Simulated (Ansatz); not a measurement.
Crystal: NiSb (Breithauptite).

```
Sb Ni
1.0
     3.92800    0.00000    0.00000
    -1.96400    3.40175    0.00000
     0.00000    0.00000    5.12000
Sb Ni
2 2
Direct
  0.66667 0.33333 0.75000
  0.33333 0.66667 0.25000
  0.00000 0.00000 0.50000
  0.00000 0.00000 0.00000
```

Base run:

```yaml
Program: Ansatz 0.2.0
Functional: PBE
Potentials_or_basis: Ansatz PAW
Cutoff: "420 eV (not typed: the program's choice for these potentials)"
k_mesh: 7 × 7 × 5
Occupations: fermi-dirac, width 0.05 eV
Spin: collinear spin, ferromagnetic start
Starting_moments: "[0.0, 0.0, 0.25, 0.25] μB"
Fixed_moment: 0.5 μB
```

Its results: pressure 4.2 GPa; site moments Sb +0.03; Ni +0.18 μB.

Q: The run is repeated on the same cell with these changes: fixed moment from 0.5 μB to 1 μB; moments at the start from [0.0, 0.0, 0.25, 0.25] to [0.0, 0.0, 0.5, 0.5]. What comes out?

A: Pressure 4.9 GPa; site moments Sb +0.07; Ni +0.34 μB.

Caveats: the total moment is fixed, so each spin has its own Fermi level; the thresholds are loose for stress.
